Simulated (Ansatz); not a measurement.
**Time and memory for PbO**

```yaml
crystal:
  lattice:
    - [5.8931, 0.0, 0.0]
    - [0.0, 5.4904, 0.0]
    - [0.0, 0.0, 4.7528]
  atoms:
    - { symbol: Pb, position: [0.2297, 0.9884, 0.25] }
    - { symbol: Pb, position: [0.7703, 0.0116, 0.75] }
    - { symbol: Pb, position: [0.2297, 0.5116, 0.75] }
    - { symbol: Pb, position: [0.7703, 0.4884, 0.25] }
    - { symbol: O, position: [0.8653, 0.0917, 0.25] }
    - { symbol: O, position: [0.1347, 0.9083, 0.75] }
    - { symbol: O, position: [0.8653, 0.4083, 0.75] }
    - { symbol: O, position: [0.1347, 0.5917, 0.25] }
kpoints:
  mp_grid: { grid: [6, 6, 7] }
scf:
  occupations: { method: fermi_dirac, width: 0.01 }
hamiltonian:
  xc: pbe
  pseudopotentials: { kind: paw }
output:
  forces: true
  stress: true
  populations: true
  efg: { quadrupole_moments_barn: { O: -0.02558 }, contact_densities: true }
```

```sh
ansatz run input.yaml --threads 1 --pin off --max-ram 3072MiB --backend cpu --events-out ev --progress --plain --runs-dir out
```

It runs on 1 thread of Arm Neoverse N1 (aarch64; 36 cores open to the job, memory cap 3.0 GiB, no GPU), a shared host with a load of 0.9 a core.

(1) How much time and memory should be set aside?

## Answers

(1) About 71 s of wall time (71 s of CPU time) and 0.62 GiB. The run holds 80 valence electrons in 48 bands, about 3003 plane waves a k-point and 64 irreducible k-points, and took 6 SCF iterations. Times on a shared host vary by tens of per cent.
